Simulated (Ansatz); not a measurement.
WC-type BaS

Computed with Ansatz (plane waves, PAW, 420 eV cutoff): PBE, scalar-relativistic, no spin polarisation, Γ-centred 10×10×8 mesh, 0.05 eV Gaussian smearing; PAW files: Ansatz's generated set soft_2.

```
CELL_PARAMETERS angstrom
4.36529 0.00000 0.00000
-2.18265 3.78046 0.00000
0.00000 0.00000 3.97807
ATOMIC_POSITIONS crystal
Ba 0.00000 0.00000 0.00000
S 0.66667 0.33333 0.50000
```

This is a trial structure; measured cells of the compound in the Crystallography Open Database are in space group Fm-3m (rock salt).

The cell above was scaled in volume, and shape and atoms were relaxed at each volume within its symmetry. Energies are counted from the cell above.

| V (Å³/atom) | ΔE (meV/atom) | P from the stress (GPa) |
| --- | --- | --- |
| 31.019 | 13.28 | 2.46 |
| 31.512 | 6.85 | 1.74 |
| 32.168 | 1.66 | 0.81 |
| 32.825 | 0.00 | 0.00 |
| 33.481 | 1.53 | -0.73 |
| 34.138 | 5.93 | -1.40 |
| 35.122 | 17.28 | -2.27 |
| 36.107 | 33.62 | -3.03 |

**Question.** Do the energies and the pressures agree? Compare −ΔE/ΔV between neighbouring points (1 meV/Å³ = 0.1602 GPa) with the mean of their pressures.

**Answer.** 
| interval (Å³/atom) | −ΔE/ΔV (GPa) | mean P (GPa) |
| --- | --- | --- |
| 31.02 to 31.51 | 2.1 | 2.1 |
| 31.51 to 32.17 | 1.3 | 1.3 |
| 32.17 to 32.82 | 0.4 | 0.4 |
| 32.82 to 33.48 | -0.4 | -0.4 |
| 33.48 to 34.14 | -1.1 | -1.1 |
| 34.14 to 35.12 | -1.8 | -1.8 |
| 35.12 to 36.11 | -2.7 | -2.6 |
They differ by 0.01 GPa at most.

**Question.** What do the two routes give for V0, B0 and B0′?

**Answer.** A third-order Birch–Murnaghan fit of the energies: V0 = 32.83 Å³/atom, B0 = 39 GPa, B0′ = 4.2. A polynomial of P in ln V, with B = −dP/d ln V at P = 0: V0 = 32.83 Å³/atom, B0 = 39 GPa, B0′ = 4.1.

B0·V0 = 38.8 GPa × 32.83 Å³ = 7.94 eV/atom sets the scale: near the minimum ΔE ≈ ½ B0 V0 x², with x = V/V0 − 1, and a pressure of 0.4 GPa squeezes the volume by about 1 %. At the ends of the curve: x = −5.5 % predicts 12.0 meV/atom and the run gives 13.3; x = +10.0 % predicts 39.7 meV/atom and the run gives 33.6. Compression costs more and expansion less than the parabola says, since the crystal stiffens as it shrinks; B0′ measures that.

 Scalar-relativistic only: spin–orbit splittings of the heavy atoms' levels are missing.
